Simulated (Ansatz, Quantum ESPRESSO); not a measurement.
# NaH (Fm-3m): phonons by linear response, part 4 of 4

How does NaH (Fm-3m) vibrate, and is this structure a minimum?

Quantum ESPRESSO 7.5; DFT PBE, scalar-relativistic, plane waves, SSSP efficiency pseudopotentials.

So far. Step 9 (Modes with the sum rule): The rule moves no optical mode by more than 0.1 cm⁻¹. Step 12 (Modes along a direction of q (1 0 0)): The field moves one mode, from 492 to 888 cm⁻¹; the others stay.

**14. A second program**

The same cell goes through another code, with its own cutoff. The potentials differ. Its k mesh is centred on Γ.

This step: DFT PBE, scalar-relativistic, plane waves, PseudoDojo norm-conserving pseudopotentials (Ansatz 0.2.0).

input.yaml

```yaml
crystal:
  lattice:
    - [-2.4186809153, 0.0, 2.4186809153]
    - [0.0, 2.4186809153, 2.4186809153]
    - [-2.4186809153, 2.4186809153, 0.0]
  atoms:
    - { symbol: Na, position: [0.0, 0.0, 0.0] }
    - { symbol: H, position: [0.5, 0.5, 0.5] }
kpoints:
  mp_grid: { grid: [8, 8, 8] }
hamiltonian:
  xc: pbe
  pseudopotentials: { kind: nc, accuracy: standard }
scf:
  occupations: { method: fixed }
output:
  eigenvalues: true
phonons:
  method: dfpt
  dielectric: true
  rigid_motions: translations
  qmesh: [4, 4, 4]
  temperatures: { t_max: 1000, t_step: 50 }
  qpath:
    path:
      - [[0.0, 0.0, 0.0], [0.0, 0.5, 0.5], [0.0, 0.625, 0.375]]
      - [[-0.375, 0.375, 0.0], [0.0, 0.0, 0.0], [0.0, 0.5, 0.0], [-0.25, 0.5, 0.25], [0.0, 0.5, 0.5]]
    npoints: 12
```

Run with:

```bash
$ ansatz run input.yaml --threads 4 --pin off --max-ram 8192MiB --backend cpu --events-out ev --progress --plain --runs-dir out
```

Numbers of over 12 decimals in the logs are rounded to 6 here.

The log of the run:

```text
Engine: ansatz 0.2.0, x86_64-unknown-linux-gnu
Pseudopotentials: kind: nc
Pseudopotential: Na, nc, valence charge 9, recommended cutoff 1197.300995 eV (normal), Na.nc.azcp (PseudoDojo's, or run here from an input of PseudoDojo's; its table is named by hamiltonian.pseudopotentials.accuracy)
Pseudopotential: H, nc, valence charge 1, recommended cutoff 979.609905 eV (normal), H.nc.azcp (PseudoDojo's, or run here from an input of PseudoDojo's; its table is named by hamiltonian.pseudopotentials.accuracy)
Functional definition: PBE
  parameter kappa = 0.804
  parameter beta = 0.066725
  exchange = pbe_x(kappa = kappa, mu = beta*pi^2/3)
  correlation = pbe_c(beta = beta)
Crystal: 2 atoms, lattice volume = 28.299 Å³
Basis set: ecut = 1197.300995 eV, 2685 PW (Γ), exchange–correlation on 80×80×80 points (8 copies of the dense FFT grid, shifted against one another)
Bands: 9, of which v1, the nominal top of the filled ones, is band 5 counted from 1 (4 counted from 0)
Symmetry: 48 space group operations
k-points: 59 of 512 (irreducible under 8 space group operations, time reversal used)
Non-local potential: Na, projectors of the file, l = 0: 2, l = 1: 2
Non-local potential: H, projectors of the file, l = 0: 2, l = 1: 1
Initial density: superposition of atomic densities (chi_scale 0.1, normalization cell, long waves kept (reshape's long-wave potential 0.00 eV rms))
Initial wavefunctions: pseudopotential atomic-orbital guess
Functional: x = pbe(κ = 0.804, μ = 0.219515), c = pbe(β = 0.066725)
SCF iter   1: F=—  HF=-1260.495447 eV  |F-HF|=—  |Δ(HF+E_count)|=         —  Δρ=5.21e-2  dr2=8.88e-1  ethr=3.10e-3  ⟨swp⟩=4.8  Hψ=3057  notcnv=0  defer=102
preconditioner: auto → none  [insulator: Δε(μ)=4.720 eV  Ē_g=11.762 eV  n_scr=8 (ndim 8)  ℏωp=9.9 eV  f_vac=0.000  ε∞_Penn≈1.7]
SCF iter   2: F=—  HF=-1260.209387 eV  |F-HF|=—  |Δ(HF+E_count)|=   2.86e-1  Δρ=1.19e-2  dr2=5.57e-2  ethr=3.10e-3  ⟨swp⟩=2.3  Hψ=1166  notcnv=0  defer=108
SCF iter   3: F=—  HF=-1260.200571 eV  |F-HF|=—  |Δ(HF+E_count)|=   8.82e-3  Δρ=2.69e-3  dr2=1.03e-3  ethr=5.57e-4  ⟨swp⟩=2.6  Hψ=752  notcnv=0  defer=112
SCF iter   4: F=—  HF=-1260.201997 eV  |F-HF|=—  |Δ(HF+E_count)|=   1.43e-3  Δρ=4.53e-4  dr2=2.83e-5  ethr=1.03e-5  ⟨swp⟩=2.7  Hψ=755  notcnv=0  defer=116
SCF iter   5: F=—  HF=-1260.202046 eV  |F-HF|=—  |Δ(HF+E_count)|=   4.87e-5  Δρ=5.16e-5  dr2=2.65e-7  ethr=2.83e-7  ⟨swp⟩=3.0  Hψ=937  notcnv=0  defer=116
SCF iter   6: F=—  HF=-1260.202047 eV  |F-HF|=—  |Δ(HF+E_count)|=   1.12e-6  Δρ=1.90e-5  dr2=2.88e-8  ethr=2.65e-9  ⟨swp⟩=2.0  Hψ=824  notcnv=0  defer=19
SCF iter   7: F=—  HF=-1260.202047 eV  |F-HF|=—  |Δ(HF+E_count)|=   1.11e-8  Δρ=3.66e-6  dr2=9.88e-10  ethr=2.88e-10  ⟨swp⟩=2.1  Hψ=721  notcnv=0  defer=20
SCF iter   8: F=-1260.202047 eV  HF=-1260.202047 eV  |F-HF|=4.09e-12  |Δ(HF+E_count)|=  4.27e-10  Δρ=2.80e-7  dr2=6.39e-12  ethr=1.00e-12  ⟨swp⟩=7.9  Hψ=3044  notcnv=0
SCF 1 converged in 8 iterations: F = -1260.202047 eV  dr2 = 6.39e-12
DFPT response loops at Γ: preconditioner auto → none (the input reference at scf.mixing.eps_inf says where Resta's filter doesn't serve); β = 0.50; Broyden in place of MSR1
NSCF: frozen V_eff on 29 k-points
NSCF: frozen V_eff on 576 k-points
DFPT response loops at q = (0, 0, 0.25) (fractional): mixed as the last ones told, above
NSCF: frozen V_eff on 300 k-points
DFPT response loops at q = (0, 0, -0.5) (fractional): mixed as the last ones told, above
NSCF: frozen V_eff on 328 k-points
DFPT response loops at q = (0, 0.25, 0.25) (fractional): mixed as the last ones told, above
NSCF: frozen V_eff on 1024 k-points
DFPT response loops at q = (0, 0.25, -0.5) (fractional): mixed as the last ones told, above
NSCF: frozen V_eff on 576 k-points
DFPT response loops at q = (0, 0.25, -0.25) (fractional): mixed as the last ones told, above
NSCF: frozen V_eff on 190 k-points
DFPT response loops at q = (0, -0.5, -0.5) (fractional): mixed as the last ones told, above
NSCF: frozen V_eff on 328 k-points
DFPT response loops at q = (0.25, -0.5, -0.25) (fractional): mixed as the last ones told, above
SCF converged after 8 iterations
Free energy (F): -1260.202047 eV
Harris-Foulkes:  -1260.202047 eV  (|F-HF|=4.09e-12)
Internal energy: -1260.202047 eV  (E = F + TS)
E sigma→0 (E₀):  -1260.202047 eV
Fermi energy:    0.731631 eV
--- Per-component energies (eV) ---
  E_band       = -228.441934
  E_kinetic    = 772.994566
  E_local      = -1342.917670  (includes V_loc(G=0)·N_el)
  E_nonlocal   = -406.016832
  E_hartree    = 501.558554
  E_xc         = -197.057216
  E_vxc        = -255.619026  (∫ρ·V_xc dr)
  E_ewald      = -588.763448
  E_smearing   = -0.000000  (= −TS)
  E_closure    = 0.000000  (closes the sum)
  Σ components = -1260.202047   (vs F -1260.202047, Δ=0.00e0)
--- Band table (eV; the first three rows and the last of 59) ---
  k-point 0: bands = ["-49.5128", "-21.4080", "-21.4080", "-21.4080", "-2.8719", "11.1227", "16.3739", "16.3739", "16.3739"]
  k-point 1: bands = ["-49.5118", "-21.4217", "-21.4096", "-21.4096", "-2.6055", "10.2475", "13.7284", "15.5319", "15.5319"]
  k-point 2: bands = ["-49.5095", "-21.4544", "-21.4136", "-21.4136", "-1.8480", "7.9468", "12.2467", "14.7450", "14.7450"]
  k-point 58: bands = ["-49.5041", "-21.4902", "-21.4393", "-21.4393", "0.5579", "5.3609", "10.7884", "11.3847", "11.3847"]
--- Phonons (Γ-DFPT): 2 representative perturbations + reference, on 59 of 512 k-points (Σ response iterations 8) ---
  k mesh reduced under 8 symmetry operations, with k and −k counted as one. Each operation leaves every solved perturbation unchanged. A smaller set is not considered because the run solves the response to a homogeneous field
  ASR residual: 1.917e-2 → 0.000e0 eV/Å²; symmetrization residual: 9.967e-7 eV/Å²
  ASR residual per site (eV/Å²): 1.92e-2 2.02e-5
  Γ frequencies (cm⁻¹): 0.00 0.00 0.00 490.44 490.44 490.44
  ε∞ (high-frequency dielectric tensor):
        3.126341     0.000000     0.000000
        0.000000     3.126341    -0.000000
        0.000000    -0.000000     3.126341
  ε⁰ (static dielectric tensor: ions relaxed, cell fixed):
       10.243497     0.000000     0.000000
        0.000000    10.243497    -0.000000
        0.000000    -0.000000    10.243497
  ε⁰ − ε∞ (ionic part):
        7.117156     0.000000     0.000000
        0.000000     7.117156     0.000000
        0.000000     0.000000     7.117156
  softest optical mode at Γ: 490.44 cm⁻¹; the repairs (sum rule, projections) moved no ω² at Γ by more than (15.11 cm⁻¹)²
  Born effective charges Z* (e; rows j = field, columns β = displacement):
    site 0:
         0.97504   -0.00000   -0.00000
         0.00000    0.97504    0.00000
         0.00000   -0.00000    0.97504
    site 1:
        -0.97504    0.00000    0.00000
        -0.00000   -0.97504   -0.00000
        -0.00000    0.00000   -0.97504
  Z* charge neutrality: 6.533e-5 e pre-enforcement
  k-mesh period / interband length: 27.4 Å / 1.34 Å = 20.39 at k = (0.0000, 0.0000, -0.5000), direct gap 4.620 eV — 14 or more, which is no proof of convergence
  optical modes at Γ without the LO–TO term, one row a degenerate level:
      ω (cm⁻¹)  modes    IR ((D/Å)²/amu)
        490.44      3            68.1401
  optical modes at Γ + LO–TO along q̂ = [1.0000, 0.0000, 0.0000]:
      ω (cm⁻¹)  modes    IR ((D/Å)²/amu)
        490.44      2            45.4268
        887.75      1            22.7134
  optical modes at Γ + LO–TO along q̂ = [0.0000, 1.0000, 0.0000]:
      ω (cm⁻¹)  modes    IR ((D/Å)²/amu)
        490.44      2            45.4268
        887.75      1            22.7134
  optical modes at Γ + LO–TO along q̂ = [0.0000, 0.0000, 1.0000]:
      ω (cm⁻¹)  modes    IR ((D/Å)²/amu)
        490.44      2            45.4268
        887.75      1            22.7134
--- Phonons (arbitrary-q DFPT): 8 irreducible q on the 4×4×4 mesh ---
  q = [0.0000, 0.0000, 0.0000] (star 1, of the zone-centre solve; hermiticity 2.28e-6, symmetrization 2.63e-15): -0.00 0.00 0.00 490.44 490.44 490.44
  q = [0.0000, 0.0000, 0.2500] (star 8, 2 solved perturbations on 288 of 512 k-point pairs; hermiticity 4.52e-7, symmetrization 2.48e-12): 88.86 88.86 165.07 529.50 529.50 884.89
  q = [0.0000, 0.0000, -0.5000] (star 4, 2 solved perturbations on 150 of 512 k-point pairs; hermiticity 1.88e-10, symmetrization 2.02e-10): 118.76 118.76 236.07 563.79 563.79 879.56
  q = [0.0000, 0.2500, 0.2500] (star 6, 4 solved perturbations in 528 linear systems a pass and spin channel, the states on 164 of 512 k-point pairs; hermiticity 1.09e-6, symmetrization 5.92e-13): 106.28 106.28 158.06 589.51 589.51 862.53
  q = [0.0000, 0.2500, -0.5000] (star 24, 4 solved perturbations in 1600 linear systems a pass and spin channel, the states on 512 of 512 k-point pairs; hermiticity 9.56e-7, symmetrization 2.05e-9): 127.63 148.67 199.54 616.62 675.69 833.84
  q = [0.0000, 0.2500, -0.2500] (star 12, 4 solved perturbations in 904 linear systems a pass and spin channel, the states on 288 of 512 k-point pairs; hermiticity 9.28e-7, symmetrization 1.45e-13): 116.87 149.05 192.55 559.05 676.51 842.70
  q = [0.0000, -0.5000, -0.5000] (star 3, 4 solved perturbations in 308 linear systems a pass and spin channel, the states on 95 of 512 k-point pairs; hermiticity 7.41e-7, symmetrization 1.13e-10): 136.83 136.83 197.98 664.50 664.50 837.75
  q = [0.2500, -0.5000, -0.2500] (star 6, 4 solved perturbations in 502 linear systems a pass and spin channel, the states on 164 of 512 k-point pairs; hermiticity 9.23e-7, symmetrization 3.02e-10): 149.63 174.21 174.21 672.97 755.76 755.76
  sum rule: each row above includes the acoustic sum rule's correction from the zone centre's row sums; it moved no ω² by more than (15.06 cm⁻¹)²
  mesh force constants: q→R imaginary residual 1.65e-18; ASR residual 1.917e-2 → 0.000e0 eV/Å²; symmetrization residual 8.882e-16 eV/Å²
  interpolated dispersion: 75 rows × 6 modes
  density of states and harmonic sums: on the 24×24×24 q-mesh, interpolated from the force constants of a 4×4×4 supercell (with the dipole–dipole term)
  largest difference from the sums on the solved wave vectors: F 1.03e-2 eV, S 1.44e-5 and C_V 3.91e-6 eV/K
  zero-point energy: 0.156518 eV/cell   skipped modes (ω ≤ 0): 3   left out of the sums: 3.62e-5 of the cell's modes: C_V's classical limit lies that fraction below 3 k_B per atom; for a crystal, a wire or a layer, F and S can be off by more, and a phonons.interpolated_qmesh denser along its periods is the remedy for the sampling
```

Elapsed: 34 s, on 4 threads of AMD EPYC 9R45, shared host; peak memory 1.3 GiB.

Read from the output:

| Property | Result |
| --- | --- |
| gap on the k-mesh | 3.761 eV |
| sum-rule residual before enforcement | 0.01917 eV/Å² |
| miss of the charge sum rule | 6.53e-5 e |
| mean frequency | 420.8 cm⁻¹ |
| Debye temperature (second moment) | 946 K |
| logarithmic mean frequency | 311.8 cm⁻¹ |
| highest optical zone-centre mode (no LO-TO term) | 490.4 cm⁻¹ |
| lowest optical zone-centre mode | 490.4 cm⁻¹ |
| mean high-frequency dielectric constant | 3.126 |
| largest Born charge in size (third of the trace) | 0.975 e |
| mean static dielectric constant | 10.24 |
| highest mode moved by the LO-TO term | 887.8 cm⁻¹ |
| lowest mode on the q mesh (acoustic ones at the zone centre apart) | 88.86 cm⁻¹ |
| zero-point energy per atom | 78.26 meV |

Transverse modes. Infrared lines, with heights relative to the strongest:

| position (cm⁻¹) | label | IR intensity ((D/Å)²/amu), degenerate modes summed, relative |
| --- | --- | --- |
| 490 | T1u | 100 |

**15. The two compared: QE SSSP and Ansatz, PseudoDojo**

Numbers from this step:

```yaml
root_mean_square_difference: 1.16 cm⁻¹
largest_difference: 2.03 cm⁻¹
root_mean_square_difference_on_the_path: 1.1 cm⁻¹
largest_difference_on_the_path: 2.1 cm⁻¹
```

The 12 of 45 modes that differ most. Frequencies side by side:

| q (reciprocal lattice) | mode | QE SSSP (cm⁻¹) | Ansatz, PseudoDojo (cm⁻¹) |
| --- | --- | --- | --- |
| 0 0 0 | 4 | 492.5 | 490.4 |
| 0 0 0 | 5 | 492.5 | 490.4 |
| 0 0 0 | 6 | 492.5 | 490.4 |
| 0 0 0.25 | 4 | 531.3 | 529.5 |
| 0 0 0.25 | 5 | 531.3 | 529.5 |
| 0 0 -0.5 | 4 | 565.5 | 563.8 |
| 0 0 -0.5 | 5 | 565.5 | 563.8 |
| 0 0.25 0.25 | 4 | 591.2 | 589.5 |
| 0 0.25 0.25 | 5 | 591.2 | 589.5 |
| 0 0.25 -0.5 | 4 | 618.2 | 616.6 |
| 0 0.25 -0.25 | 4 | 560.7 | 559 |
| 0 -0.5 -0.5 | 4 | 666 | 664.5 |

The two runs side by side. Further quantities:

| quantity | QE SSSP | Ansatz, PseudoDojo |
| --- | --- | --- |
| mean ε∞ | 3.132 | 3.126 |
| largest Born charge in size (e; the first before, the second after the charge sum rule) | 0.975 | 0.975 |

The interpolated bands of the two lie on top of each other.

At the solved wavevectors the largest difference (acoustic modes at Γ apart) is 0.2 % of the highest mode.

**16. Outcome**

| Item | Value |
| --- | --- |
| space group after relaxation | Fm-3m |
| volume per atom | 14.1 Å³ |
| gap on the k-mesh | 3.76 eV |
| highest optical zone-centre mode (no LO-TO term) | 492.5 cm⁻¹ |
| highest mode moved by the LO-TO term | 888.1 cm⁻¹ |
| mean high-frequency dielectric constant | 3.13 |
| largest Born charge in size (third of the trace) | 0.975 e |
| mean static dielectric constant | 10.2 |
| q mesh | 4×4×4 |
| lowest mode on the q mesh (acoustic ones at the zone centre apart) | 89.2 cm⁻¹ |
| zero-point energy per atom | 78.5 meV |
| heat capacity at 300 K | 17.3 J/(mol atoms K) |
| vibrational entropy at 300 K | 19.6 J/(mol atoms K) |
| imaginary modes on the q mesh | none |
| largest difference from Ansatz, PseudoDojo | 2.03 cm⁻¹ |

In words: NaH (Fm-3m) is dynamically stable on the 4×4×4 mesh; its spectrum reaches 888 cm⁻¹. At the PBE level the optical modes of NaH (Fm-3m) at the zone centre (no LO-TO term) lie at 492 cm⁻¹. Along the directions run, the highest mode that the macroscopic field moves lies at 888 cm⁻¹. Lattice motion raises the mean dielectric constant from 3.132 to 10.19. The Lyddane-Sachs-Teller relation holds: (ωLO/ωTO)² is 3.25 and ε₀/ε∞ is 3.25. QE SSSP and Ansatz, PseudoDojo differ by 1.2 cm⁻¹ in the root mean square and by 2.0 cm⁻¹ at most, 0.2 % of the highest mode compared (acoustic modes at Γ left out; ph.x's values are those before the sum rule); the two use different potentials, and the cell was not relaxed for the second set. These are harmonic frequencies at zero temperature: anharmonic shifts and linewidths and thermal expansion are left out.

[Host names and launcher messages were left out of these logs when they were recorded.]

[Logs are printed without paths, hosts, clocks, repeated set-up lines and the standing remarks that a program may print on its own settings, such as how far it seeks lower states.]

[Hosts, paths, dates, database ids (printed as entryN), source tags and the programs' standing remarks are cut or masked in the printed files.]
